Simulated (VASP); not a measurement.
# Mg2Ge (Fm-3m) in VASP: band structure with PBE+D3(BJ)

Aim: the band structure of Mg2Ge with PBE+D3(BJ).

Everything below comes from runs of VASP 6.6.1. Logs are shortened: lines on timing, memory, paths and dates and some standing lists are left out, and cuts for length are marked.

## Step 1: The structure

Symmetry: Fm-3m, No. 225, cubic system. Conventional cell: a = 6.320 Å, b = 6.320 Å, c = 6.320 Å, α = 90.00°, β = 90.00°, γ = 90.00°. Ge (site symmetry m-3m) has 8 Mg at 2.74 Å as nearest neighbours. Around Mg (site symmetry -43m) lie 4 Ge at 2.74 Å.

The cell was built by a generator and needn't be a form met in nature.

## Step 2: Band structure, PBE+D3(BJ)

Input file INCAR:

```
SYSTEM = Mg2Ge
ALGO = Fast
EDIFF = 1E-6
ENCUT = 520
GGA = PE
ISIF = 2
ISMEAR = 0
IVDW = 12
LASPH = .True.
LCHARG = .False.
LREAL = .False.
LWAVE = .False.
NELM = 100
PREC = Accurate
SIGMA = 0.02
```

Input file KPOINTS:

```
k-points
0
Gamma
  10 10 10
  0 0 0
```

Input file POSCAR:

```
Mg2Ge                                   
1.0
    0.0000000000      3.1597767467      3.1597767467
    3.1597767467      0.0000000000      3.1597767467
    3.1597767467      3.1597767467     -0.0000000000
  Ge              Mg            
     1     2
Direct
     0.0000000000000000    0.0000000000000000    0.0000000000000000
     0.2500000000000000    0.2500000000000000    0.2500000000000000
     0.7500000000000000    0.7500000000000000    0.7500000000000000
```

Input file KPOINTS_OPT:

```
path GXWKGLUWLK,UX
20
line-mode
reciprocal
 0.0000000000  0.0000000000  0.0000000000  G
 0.5000000000  0.0000000000  0.5000000000  X

 0.5000000000  0.0000000000  0.5000000000  X
 0.5000000000  0.2500000000  0.7500000000  W

 0.5000000000  0.2500000000  0.7500000000  W
 0.3750000000  0.3750000000  0.7500000000  K

 0.3750000000  0.3750000000  0.7500000000  K
 0.0000000000  0.0000000000  0.0000000000  G

 0.0000000000  0.0000000000  0.0000000000  G
 0.5000000000  0.5000000000  0.5000000000  L

 0.5000000000  0.5000000000  0.5000000000  L
 0.6250000000  0.2500000000  0.6250000000  U

 0.6250000000  0.2500000000  0.6250000000  U
 0.5000000000  0.2500000000  0.7500000000  W

 0.5000000000  0.2500000000  0.7500000000  W
 0.5000000000  0.5000000000  0.5000000000  L

 0.5000000000  0.5000000000  0.5000000000  L
 0.3750000000  0.3750000000  0.7500000000  K

 0.6250000000  0.2500000000  0.6250000000  U
 0.5000000000  0.0000000000  0.5000000000  X
```

Potentials or basis: VASP PAW PBE potentials, release 64 (Ge_d, Mg).

The run is started by

```sh
$ cat potpaw_PBE.64/Ge_d/POTCAR potpaw_PBE.64/Mg/POTCAR > POTCAR
$ mpirun -np 1 vasp_std > vasp.out
```

OUTCAR:

```text
SYSTEM = Mg2Ge
   EDIFF = 1E-6
   ENCUT = 520
   GGA = PE
   ISIF = 2
   ISMEAR = 0
   IVDW = 12
   LASPH = .True.
   LREAL = .False.
   NELM = 100
   PREC = Accurate
 IVDW          = 12

 ion  position               nearest neighbor table
   1  0.000  0.000  0.000-   3 2.74   3 2.74   3 2.74   2 2.74   3 2.74   2 2.74   2 2.74   2 2.74

   2  0.250  0.250  0.250-   1 2.74   1 2.74   1 2.74   1 2.74   3 3.16   3 3.16   3 3.16   3 3.16
                             3 3.16   3 3.16
   3  0.750  0.750  0.750-   1 2.74   1 2.74   1 2.74   1 2.74   2 3.16   2 3.16   2 3.16   2 3.16
                             2 3.16   2 3.16

  LATTYP: Found a face centered cubic cell.
 ALAT       =     6.3195534934

  Lattice vectors:

 A1 = (   0.0000000000,   3.1597767467,   3.1597767467)
 A2 = (   3.1597767467,   0.0000000000,   3.1597767467)
 A3 = (   3.1597767467,   3.1597767467,   0.0000000000)

Analysis of symmetry for initial positions (statically):
=====================================================================
 Subroutine PRICEL returns:
 Original cell was already a primitive cell.

 Routine SETGRP: Setting up the symmetry group for a
 face centered cubic supercell.

 Subroutine GETGRP returns: Found 48 space group operations
 (whereof 48 operations were pure point group operations)
 out of a pool of 48 trial point group operations.

The static configuration has the point symmetry O_h .

Analysis of symmetry for dynamics (positions and initial velocities):
=====================================================================
 Subroutine PRICEL returns:
 Original cell was already a primitive cell.

 Routine SETGRP: Setting up the symmetry group for a
 face centered cubic supercell.

 Subroutine GETGRP returns: Found 48 space group operations
 (whereof 48 operations were pure point group operations)
 out of a pool of 48 trial point group operations.

The dynamic configuration has the point symmetry O_h .

 Subroutine INISYM returns: Found 48 space group operations
 (whereof 48 operations are pure point group operations),
 and found     1 'primitive' translations

----------------------------------------------------------------------------------------

                                     Primitive cell

  volume of cell :      63.0956

  direct lattice vectors                    reciprocal lattice vectors
     0.000000000  3.159776747  3.159776747    -0.158239028  0.158239028  0.158239028
     3.159776747  0.000000000  3.159776747     0.158239028 -0.158239028  0.158239028
     3.159776747  3.159776747  0.000000000     0.158239028  0.158239028 -0.158239028

  length of vectors
     4.468599129  4.468599129  4.468599129     0.274078036  0.274078036  0.274078036

  position of ions in fractional coordinates (direct lattice)
     0.000000000  0.000000000  0.000000000
     0.250000000  0.250000000  0.250000000
     0.750000000  0.750000000  0.750000000

  ion indices of the primitive-cell ions
   primitive index   ion index
                 1           1
                 2           2
                 3           3

----------------------------------------------------------------------------------------

 KPOINTS: k-points

Automatic generation of k-mesh.
 Grid dimensions read from file:
 generate k-points for:   10   10   10

 Generating k-lattice:

  Cartesian coordinates                     Fractional coordinates (reciprocal lattice)
    -0.015823903  0.015823903  0.015823903     0.100000000  0.000000000  0.000000000
     0.015823903 -0.015823903  0.015823903     0.000000000  0.100000000  0.000000000
     0.015823903  0.015823903 -0.015823903     0.000000000  0.000000000  0.100000000

  Length of vectors
     0.027407804  0.027407804  0.027407804

  Shift w.r.t. Gamma in fractional coordinates (k-lattice)
     0.000000000  0.000000000  0.000000000

 Subroutine IBZKPT returns following result:
 ===========================================

 Found     47 irreducible k-points:

 Following reciprocal coordinates:
            Coordinates               Weight
  0.000000  0.000000  0.000000      1.000000
  0.100000  0.000000  0.000000      8.000000
  0.200000  0.000000  0.000000      8.000000
  0.300000  0.000000  0.000000      8.000000
  0.400000  0.000000  0.000000      8.000000
  0.500000  0.000000  0.000000      4.000000
[... 16 lines left out ...]
  0.300000  0.300000  0.000000      6.000000
  0.400000  0.300000  0.000000     24.000000
 [... further k-points ...]
   k-points           NKPTS =     47   k-points in BZ     NKDIM =     47   number of bands    NBANDS=     13
   number of dos      NEDOS =    301   number of ions     NIONS =      3
   total plane-waves  NPLWV =  46656
   dimension x,y,z NGX =    36 NGY =   36 NGZ =   36
   dimension x,y,z NGXF=    72 NGYF=   72 NGZF=   72
   ions per type =               1   2
   NGX,Y,Z   is equivalent  to a cutoff of  13.39, 13.39, 13.39 a.u.
   NGXF,Y,Z  is equivalent  to a cutoff of  26.79, 26.79, 26.79 a.u.
 SYSTEM =  Mg2Ge
   PREC   = accura    normal or accurate (medium, high low for compatibility)
   ISTART =      0    job   : 0-new  1-cont  2-samecut
   ICHARG =      2    charge: 1-file 2-atom 10-const
   ISPIN  =      1    spin polarized calculation?
   LNONCOLLINEAR =      F non collinear calculations
   LSORBIT =      F    spin-orbit coupling
   LASPH  =      T    aspherical Exc in radial PAW
   ENCUT  =  520.0 eV  38.22 Ry    6.18 a.u.   8.31  8.31  8.31*2*pi/ulx,y,z
   NELM   =    100;   NELMIN=  2; NELMDL= -5     # of ELM steps
   EDIFF  = 0.1E-05   stopping-criterion for ELM
   LREAL  =      F    real-space projection
   EDIFFG = 0.1E-04   stopping-criterion for IOM
   NSW    =      0    number of steps for IOM
   IBRION =     -1    ionic relax: 0-MD 1-quasi-New 2-CG
   NFREE  =      0    steps in history (QN), initial steepest desc. (CG)
   ISIF   =      2    stress and relaxation
   ISYM   =      2    0-nonsym 1-usesym 2-fastsym
   POTIM  = 0.5000    time-step for ionic-motion
   TEBEG  =    0.0;   TEEND  =   0.0 temperature during run
   PSTRESS=    0.0 pullay stress
   NELECT =      18.0000    total number of electrons
   NUPDOWN=      -1.0000    fix difference up-down
   EMIN   =  10.00;   EMAX   =-10.00  energy-range for DOS
   EFERMI =   0.00;   METHOD = LEGACY
   ISMEAR =     0;   SIGMA  =   0.02  broadening in eV -4-tet -1-fermi 0-gaus
   EFERMI_NEDOS =   21; number of points for ismear=-14 and -15
   IALGO  =     68    algorithm
   IMIX   =      4    mixing-type and parameters
     AMIX     =   0.40;   BMIX     =  1.00
     AMIX_MAG =   1.60;   BMIX_MAG =  1.00
  volume/ion in A,a.u.               =      21.03       141.93
  Fermi-wavevector in a.u.,A,eV,Ry     =   1.077703  2.036564 15.802415  1.161445
  Thomas-Fermi vector in A             =   2.213622
   LORBIT       =      0    0 simple, 1 ext, 2 COOP (PROOUT), +10 PAW based schemes
   GGA     = PE    functional components
   LHFCALC =     F    Hartree Fock is set to
   AEXX    =    0.0000 exact exchange contribution
   IVDW    =    12    specifies the selected vdW correction
   LEPSILON=     F    determine dielectric tensor
   LRPA    =     F    only Hartree local field effects (RPA)
 non-spin polarized calculation
 RMM-DIIS sequential band-by-band and
 Gauss-broadening in eV      SIGMA  =   0.02
  energy-cutoff  :      520.00
  volume of cell :       63.10
 maximum number of plane-waves:      1724
 NGX is ok and might be reduce to    36
   NGX = 17   NGY = 17   NGZ = 17

 number of electron      17.9999995 magnetization

 Free energy of the ion-electron system (eV)
  ---------------------------------------------------
  ext. energy  EPLUGINS =         0.00000000
  ---------------------------------------------------
  free energy    TOTEN  =        -8.33962848 eV

  energy without entropy =       -8.33962847  energy(sigma->0) =       -8.33962848

 E-fermi :   3.7701     XC(G=0):  -9.1949

 val. band max:        3.7104639308   @ k =   0.0000   0.0000   0.0000
 cond. band min:       3.8296782708   @ k =   0.5000   0.5000   0.0000
 fundamental gap:      0.1192143400
 Fermi energy:         3.7700708769

 k-point     1 :       0.0000    0.0000    0.0000
  band No.  band energies     occupation
      1     -19.9709      2.00000
      2     -19.9709      2.00000
      3     -19.9709      2.00000
      4     -19.9514      2.00000
      5     -19.9514      2.00000
      6      -6.1675      2.00000
      7       3.7105      1.99998
      8       3.7105      1.99998
      9       3.7105      1.99998
     10       4.9246      0.00000
     11       6.5984      0.00000
     12       6.5984      0.00000
     13       6.5984      0.00000

 k-point     2 :       0.1000    0.0000    0.0000
  band No.  band energies     occupation
      1     -19.9709      2.00000
      2     -19.9708      2.00000
      3     -19.9708      2.00000
      4     -19.9514      2.00000
      5     -19.9514      2.00000
      6      -6.0814      2.00000
      7       2.7173      2.00000
      8       3.6029      2.00000
      9       3.6030      2.00000
     10       5.4521      0.00000
     11       6.7934      0.00000
     12       6.7934      0.00000
     13       6.8909      0.00000

 k-point     3 :       0.2000    0.0000    0.0000
  band No.  band energies     occupation
      1     -19.9708      2.00000
      2     -19.9705      2.00000
      3     -19.9705      2.00000
      4     -19.9514      2.00000
      5     -19.9514      2.00000
      6      -5.8331      2.00000
      7       1.3273      2.00000
      8       3.3747      2.00000
      9       3.3747      2.00000
     10       5.3817      0.00000
     11       7.0654      0.00000
     12       7.0654      0.00000
     13       8.0335      0.00000
[... 305 lines left out ...]
 k-point    23 :       0.3000    0.3000    0.0000
  band No.  band energies     occupation
      1     -19.9718      2.00000
      2     -19.9693      2.00000
      3     -19.9693      2.00000
      4     -19.9520      2.00000
      5     -19.9506      2.00000
      6      -5.2173      2.00000
      7       0.4256      2.00000
      8       2.1366      2.00000
      9       2.1366      2.00000
     10       4.8697      0.00000
     11       4.9076      0.00000
     12       9.6055      0.00000
     13       9.7909      0.00000

 k-point    24 :       0.4000    0.3000    0.0000
  band No.  band energies     occupation
      1     -19.9718      2.00000
      2     -19.9690      2.00000
      3     -19.9690      2.00000
      4     -19.9520      2.00000
      5     -19.9505      2.00000
      6      -4.9063      2.00000
      7      -0.1218      2.00000
      8       1.6105      2.00000
      9       1.9820      2.00000
     10       4.5686      0.00000
     11       5.1790      0.00000
     12       9.4355      0.00000
     13       9.6805      0.00000

 [... further k-points ...]

------------------------ aborting loop because EDIFF is reached ----------------------------------------

 Edisp (eV)   -0.92347

 E8    (eV) :    -0.4062

  FORCE on cell =-STRESS in cart. coord.  units (eV):
  Direction    XX          YY          ZZ          XY          YZ          ZX
  --------------------------------------------------------------------------------------
  -------------------------------------------------------------------------------------
  Total      -0.02382    -0.02382    -0.02382    -0.00000    -0.00000    -0.00000
  in kB      -0.60473    -0.60473    -0.60473    -0.00000    -0.00000    -0.00000
  external pressure =       -0.60 kB  Pullay stress =        0.00 kB

 VOLUME and BASIS-vectors are now :
 -----------------------------------------------------------------------------
  energy-cutoff  :      520.00
  volume of cell :       63.10
      direct lattice vectors                 reciprocal lattice vectors
     0.000000000  3.159776747  3.159776747    -0.158239028  0.158239028  0.158239028
     3.159776747  0.000000000  3.159776747     0.158239028 -0.158239028  0.158239028
     3.159776747  3.159776747  0.000000000     0.158239028  0.158239028 -0.158239028

 POSITION                                       TOTAL-FORCE (eV/Angst)
 -----------------------------------------------------------------------------------
      0.00000      0.00000      0.00000        -0.000000     -0.000000     -0.000000
      1.57989      1.57989      1.57989         0.000000      0.000000      0.000000
      4.73967      4.73967      4.73967        -0.000000      0.000000     -0.000000
 -----------------------------------------------------------------------------------
    total drift:                               -0.000000      0.000000      0.000000

  FREE ENERGIE OF THE ION-ELECTRON SYSTEM (eV)
  ---------------------------------------------------
  free  energy   TOTEN  =        -9.2630948892 eV

  energy  without entropy=       -9.2630948798  energy(sigma->0) =       -9.26309488
```

It took 76 s on 1 thread of Intel Xeon Platinum 8488C (Sapphire Rapids), shared host; peak memory 0.26 GiB.

What came out:

```
Free energy                : -9.2631 eV
Pressure                   : -0.1 GPa
Band gap on the k mesh     : 0.12 eV, indirect (least direct gap 1.21 eV)
Band gap along the path    : 0.12 eV, indirect (least direct gap 1.21 eV)
Dispersion energy per atom : -0.308 eV
```

Levels at the corners of the path, in eV from the valence-band top:
```tsv
point	band 7	band 8	band 9	band 10	band 11	band 12
Γ	0.00	0.00	0.00	1.21	2.89	2.89
X	-4.60	-2.05	-2.05	0.12	0.62	8.07
X	-4.60	-2.05	-2.05	0.12	0.62	8.07
W	-3.73	-3.73	-2.77	2.80	3.83	3.89
W	-3.73	-3.73	-2.77	2.80	3.83	3.89
K	-4.16	-3.58	-1.71	0.73	3.20	6.19
K	-4.16	-3.58	-1.71	0.73	3.20	6.19
Γ	0.00	0.00	0.00	1.21	2.89	2.89
Γ	0.00	0.00	0.00	1.21	2.89	2.89
L	-4.95	-0.75	-0.75	1.14	2.80	2.80
L	-4.95	-0.75	-0.75	1.14	2.80	2.80
U	-4.16	-3.58	-1.71	0.73	3.20	6.19
U	-4.16	-3.58	-1.71	0.73	3.20	6.19
W	-3.73	-3.73	-2.77	2.80	3.83	3.89
W	-3.73	-3.73	-2.77	2.80	3.83	3.89
L	-4.95	-0.75	-0.75	1.14	2.80	2.80
L	-4.95	-0.75	-0.75	1.14	2.80	2.80
K	-4.16	-3.58	-1.71	0.73	3.20	6.19
U	-4.16	-3.58	-1.71	0.73	3.20	6.19
X	-4.60	-2.05	-2.05	0.12	0.62	8.07
```
